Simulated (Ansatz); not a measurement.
# Cr: the order of phases at one pressure

Aim: bring Cr in several structures (bcc, hcp, beta tin, diamond, sc) to one pressure and rank them by enthalpy. The pressure is set by scaling the first phase. Methods of the runs shown: LAPW. Companion runs by PAW are cited.

Program: Ansatz 0.2.0. Level of theory: DFT, PBE, all-electron LAPW, scalar-relativistic. These are calculated values, not measurements.

**1. The structure to begin with**

It takes space group Im-3m (No. 229, cubic). The conventional cell has a = 2.269 Å, b = 2.269 Å, c = 2.269 Å, α = 90.00°, β = 90.00°, γ = 90.00°. Around Cr (site symmetry m-3m) lie 8 Cr at 1.96 Å.

Structure file:

```
Cr
1.0
    -1.13425    1.13425    1.13425
     1.13425   -1.13425    1.13425
     1.13425    1.13425   -1.13425
Cr
1
Cartesian
  0.0000 0.0000 0.0000
```

**2. Bcc relaxed under pressure, LAPW**

Contents of input.yaml:

```yaml
crystal:
  lattice:
    - [-1.1342501856, 1.1342501856, 1.1342501856]
    - [1.1342501856, -1.1342501856, 1.1342501856]
    - [1.1342501856, 1.1342501856, -1.1342501856]
  atoms:
    - { symbol: Cr, position: [0.0, 0.0, 0.0], spin: 2.0 }
magnetization:
  spin_polarized: true
kpoints:
  mp_grid: { grid: [23, 23, 23] }
scf:
  occupations: { method: fermi_dirac, width: 0.05 }
hamiltonian:
  xc: pbe
  pseudopotentials: { kind: all_electron, lapw: { basis_error: 0.0005 } }
output:
  forces: true
  stress: true
  eigenvalues: true
relax:
  f_tol: 0.005
  max_steps: 12
  cell: { p_target: 670.0, stress_tol: 0.335 }
```

Command:

```
> ansatz run input.yaml --threads 2 --pin off --max-ram 7168MiB --backend cpu --events-out ev --progress --plain --runs-dir out
```

The runs that follow: Hcp relaxed under pressure, LAPW; Beta tin relaxed under pressure, LAPW; Diamond relaxed under pressure, LAPW; Sc relaxed under pressure, LAPW.

**Question.** What will these runs give? Wanted: pressure; lowest (for each run or level that gives them).

The runs gave:

| quantity | value |
| --- | --- |
| pressure | 670 GPa |
| lowest (LAPW) | bcc, 451.5 meV/atom under hcp |
| lowest (PAW) | bcc, 441.5 meV/atom under hcp |

By LAPW the order is bcc < hcp < beta tin < sc < diamond. By PAW the order is bcc < hcp < beta tin < sc < diamond. The methods agree on the lowest phase. Only these structures were tried, with electrons smeared by 0.05 eV and without vibrations, so the true ground state may be another. The k meshes differ between phases and weren't tested, which can move differences by some meV.
